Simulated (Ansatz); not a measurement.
Runs of Ansatz 0.2.0 on NaCl. Symmetry: Pm-3m, No. 221, cubic system. The conventional cell has a = 3.502 Å, b = 3.502 Å, c = 3.502 Å, α = 90.00°, β = 90.00°, γ = 90.00°. Cl (site symmetry m-3m) is surrounded by 8 Na at 3.03 Å. Na (site symmetry m-3m) is surrounded by 8 Cl at 3.03 Å. Measurements of this composition are mostly on another form, of space group No. 225.

| task | level | cell | k mesh | smearing | atoms under strain | mesh quality | gap on the mesh (eV) | pressure (GPa) | relaxed volume (Å³/atom) |
| --- | --- | --- | --- | --- | --- | --- | --- | --- | --- |
| elastic constants | PBEsol | as given | 6 × 6 × 6 | fixed | relaxed | not flagged | 3.84 | -1.2 | - |
| single point | LDA | as given | 8 × 8 × 8 | gaussian 0.02 eV | - | not flagged | (a) | -3.1 | - |
| single point | PBEsol+D4 | as given | 8 × 8 × 8 | fermi-dirac 0.05 eV | - | not flagged | 3.84 | -1.7 | - |
| relaxation of cell and atoms | HSEsol | relaxed | 4 × 4 × 4 | fermi-dirac 0.05 eV | - | coarse | 5.36 | 0.0 | 20.38 |
| relaxation of cell and atoms | BLYP | relaxed | 8 × 8 × 8 | fermi-dirac 0.05 eV | - | not flagged | (b) | 0.0 | (c) |

Alike in all rows: potentials or basis Ansatz PAW; no spin polarisation; cutoff (eV) 420.

Problem. Fill in the values left out.

Solution. (a) 3.60; (b) 3.88; (c) 22.45.

Caveats: some runs use coarse meshes; the PAW data sets come from PBE, with cores solved anew for the run's functional, which leaves a small shift of forces and pressure; the plane-wave basis is chosen anew once the cell has moved, so the energies of steps on either side of that aren't comparable (some runs); the elastic tensor has a negative eigenvalue, so either the cell is unstable as it stands or the mesh is too thin (some runs).

A k mesh can miss the band edges.
